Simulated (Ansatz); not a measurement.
Runs of Ansatz 0.2.0 on ZnO (zincite). It takes space group P6_3mc (No. 186, hexagonal). The conventional cell has a = 3.249 Å, b = 3.249 Å, c = 5.206 Å, α = 90.00°, β = 90.00°, γ = 120.00°. Zn (site symmetry 3m) is surrounded by 4 O at 1.97 to 1.98 Å. O (site symmetry 3m) is surrounded by 4 Zn at 1.97 to 1.98 Å. 

```csv
task,level,cutoff (eV),basis error allowed,gap on the mesh (eV),pressure (GPa),V0 of scaled cells (Å³/atom),B0 (GPa),largest force (eV/Å)
band structure,PBEsol,397,0.002 eV/atom,(d),-1.5,-,-,(c)
equation of state,LDA,-,0.002 eV/atom,-,-,(a),162,-
band structure,LDA,397,0.002 eV/atom,0.75,-7.1,-,-,0.05
equation of state,PBE,-,0.001 eV/atom,-,-,12.32,129,-
single point,PBE,429,0.001 eV/atom,0.82,4.8,-,-,0.07
band structure,PBE,397,0.002 eV/atom,0.82,4.8,-,-,0.07
equation of state,PBEsol,-,0.002 eV/atom,-,-,11.77,(b),-
```

Alike in all rows: potentials or basis all-electron LAPW, scalar-relativistic; no spin polarisation; cell as given; k mesh 9 × 9 × 5; smearing fermi-dirac 0.05 eV.

Q: Fill in the values left out.

A: (a) 11.33; (b) 145; (c) 0.06; (d) 0.72.

Caveats: the cell was scaled at fixed shape and fractional positions, which overstates the stiffness of a crystal with free parameters, most of all of layers and chains (some runs); an odd mesh through Γ misses points on the zone boundary, where band edges often lie (some runs).

Not every run made on this cell is shown here.
